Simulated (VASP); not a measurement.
Write the native input for VASP 6.6.1 that does the following.

```
Task                   : single point
Functional             : BLYP
Potentials or basis    : VASP PAW PBE potentials, release 64 (Rb_sv)
Cutoff                 : 520 eV
k mesh                 : 6 × 6 × 6
Occupations            : fermi-dirac, width 0.1 eV
Spin                   : no spin polarisation
Dipole correction      : no
Further INCAR settings : ALGO = Normal; EDIFF = 1e-06; NBANDS = 16
```

The structure of Rb lies in POSCAR:

```
Rb
1.0
    0.0000000000      5.5916486093      5.5916486093
    5.5916486093      0.0000000000      5.5916486093
    5.5916486093      5.5916486093      0.0000000000
Rb
2
Direct
    0.1250000000      0.1250000000      0.1250000000
    0.8750000000      0.8750000000      0.8750000000
```

This isn't the form of Rb at room conditions, which is bcc.

One way to write it, as run:

INCAR

```
SYSTEM = Rb
AGGAC    = 1.0          
AGGAX    = 1.0          
ALDAC    = 0.0          
ALDAX    = 1.0          
ALGO     = Normal         ! electronic algorithm
EDIFF    = 1E-6           ! SCF threshold, eV
ENCUT    = 520            ! plane-wave cutoff, eV
GGA      = B5             ! functional
ISIF     = 2              ! what is computed and relaxed
ISMEAR   = -1             ! smearing method
LASPH    = .True.         ! aspherical terms in the spheres
LCHARG   = .False.        ! write CHGCAR
LREAL    = .False.        ! projectors in reciprocal space
LWAVE    = .False.        ! write WAVECAR
NBANDS   = 16             ! bands
NELM     = 100            ! most SCF steps
PREC     = Accurate       ! precision mode
SIGMA    = 0.1            ! smearing width, eV
```

KPOINTS

```
k-points
0
Gamma
  6 6 6
  0 0 0
```

Potentials or basis: VASP PAW PBE potentials, release 64 (Rb_sv).

Run with:

```bash
$ cat potpaw_PBE.64/Rb_sv/POTCAR > POTCAR
$ mpirun -np 1 vasp_std > vasp.out
```

It gave:

```yaml
Pressure: 0.0 GPa
Band_gap_on_the_k_mesh: none (metal or under the smearing width)
```

Caveat: the PAW data sets were made with another functional, which shifts forces and pressure a little.

It took 95 s on 1 thread of Intel(R) Xeon(R) 6975P-C (Granite Rapids), on a shared host, peak memory 0.47 GiB.
